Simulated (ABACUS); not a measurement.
# Ti under changes of volume

One of the cells (17.020 Å³/atom); the others are scaled copies at fixed shape and fractional positions:

```
Ti
1.0
     4.56737    0.00000    0.00000
    -2.28369    3.95546    0.00000
     0.00000    0.00000    2.82624
Ti
3
Direct
  0.66667 0.33333 0.50000
  0.33333 0.66667 0.50000
  0.00000 0.00000 0.00000
```

This isn't the form of Ti at room conditions, which is hcp.

* Program: ABACUS 3.10.1
* Functional: PBE
* Potentials or basis: PseudoDojo NC SR 0.4.1 PBE standard
* Cutoff: 1143 eV
* Density cutoff: 4572 eV
* Basis: plane waves
* k mesh: 7 × 7 × 9
* Occupations: fermi-dirac, width 0.05 eV
* Spin: no spin polarisation

```tsv
volume (Å³/atom)	energy over the lowest point (meV/atom)	pressure (GPa)
15.999	30.19	8.9
16.339	14.39	6.0
16.679	4.49	3.3
17.020	0.00	0.9
17.360	?	?
17.701	5.36	-3.3
18.041	14.39	-5.2
```

Task: What does the run at 17.360 Å³/atom give?

Result: Energy over the lowest point 0.43 meV/atom; pressure -1.3 GPa.

Worked out: A Birch-Murnaghan fit of order 3 (a polynomial in V^(-2/3)) to the other rows has its minimum at 17.16 Å³/atom with B0 = V·E''(V) = 113 GPa and B' = 3.6 at fixed shape and positions, which overstates the stiffness. It gives 0.42 meV/atom at 17.360 Å³/atom, against the run's 0.43, and -dE/dV = -1.3 GPa, against -1.3.

Energies are extrapolated to zero smearing.
